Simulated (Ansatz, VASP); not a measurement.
# TePb in VASP and in Ansatz

```xyz
2
Lattice="0.0000 3.2310 3.2310 3.2310 0.0000 3.2310 3.2310 3.2310 0.0000" Properties=species:S:1:pos:R:3 pbc="T T T"
Te    3.2310    3.2310    3.2310
Pb    0.0000    0.0000    0.0000
```

Alike in both runs: task relaxation of cell and atoms; functional PBE; k mesh 6 × 6 × 6; no spin polarisation.

```csv
,VASP,Ansatz
version,VASP 6.6.1,Ansatz 0.2.0
potentials or method,"VASP PAW PBE potentials, release 64 (Te, Pb_d)","plane waves, PAW"
plane-wave cutoff (eV),600,510
occupations,"gaussian, width 0.01 eV",fixed
valence electrons in the cell,20,30
```

|  | VASP | Ansatz | Ansatz less VASP |
| --- | --- | --- | --- |
| relaxed volume (Å³/atom) | 35.42 | 35.48 | +0.058 |
| relaxed cell length with the largest relative difference (Å) | 4.645 | 4.647 | +0.0025 |
| energy change over the relaxation (meV/atom) | -11 | -11 | -0.2 |

The two sets of potentials don't hold the same shells in valence.

 A k mesh can miss the band edges. PBE usually gives volumes a little too large and moduli too small.
